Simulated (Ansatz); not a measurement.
# Ta2H: the cost of one run

Method: DFT r2SCAN, scalar-relativistic, plane waves, PAW, in Ansatz 0.2.0.

## (1) The starting structure

It takes space group P-4m2 (No. 115, tetragonal). The conventional cell has a = 3.372 Å, b = 3.372 Å, c = 3.410 Å, α = 90.00°, β = 90.00°, γ = 90.00°. Ta (site symmetry 2mm) is surrounded by 2 H at 1.90 Å. Around H (site symmetry -4m2) lie 4 Ta at 1.90 Å.

As a file:

```
CELL_PARAMETERS angstrom
3.37244 0.00000 0.00000
0.00000 3.37244 0.00000
0.00000 0.00000 3.41011
ATOMIC_POSITIONS crystal
Ta 0.50000 0.00000 0.74132
Ta 0.00000 0.50000 0.25868
H 0.00000 0.00000 0.00000
```

The structure comes from the Materials Project (structure only).

## (2) Functional and cell changed: r2SCAN

Against the listed cell: strain xx, yy, zz, yz, xz, xy = -4.1, -4.1, +4.9, +0.0, +0.0, +0.0 %; atoms moved by 0.15 Å root mean square, at most 0.18 Å.

The input, input.yaml:

```yaml
crystal:
  lattice:
    - [3.2340644876, 0.0, 0.0]
    - [0.0, 3.2340644876, 0.0]
    - [0.0, 0.0, 3.577104807]
  atoms:
    - { symbol: Ta, position: [0.5, 0.0, 0.6874499759] }
    - { symbol: Ta, position: [0.0, 0.5, 0.3125500241] }
    - { symbol: H, position: [0.0, 0.0, 0.0] }
basis:
  ecutwfc: 500
kpoints:
  mp_grid: { grid: [12, 12, 12] }
hamiltonian:
  xc: r2scan
scf:
  occupations: { method: gaussian, width: 0.1 }
output:
  forces: true
  stress: true
  eigenvalues: true
```

The run is started by

```console
ansatz run input.yaml --threads 1 --pin off --max-ram 1331MiB --backend cpu --events-out ev --progress --plain --runs-dir out
```

What time and memory should one allow on 1 thread of an x86-64 CPU, shared host?

About 17 s, with a peak of 0.64 GiB.
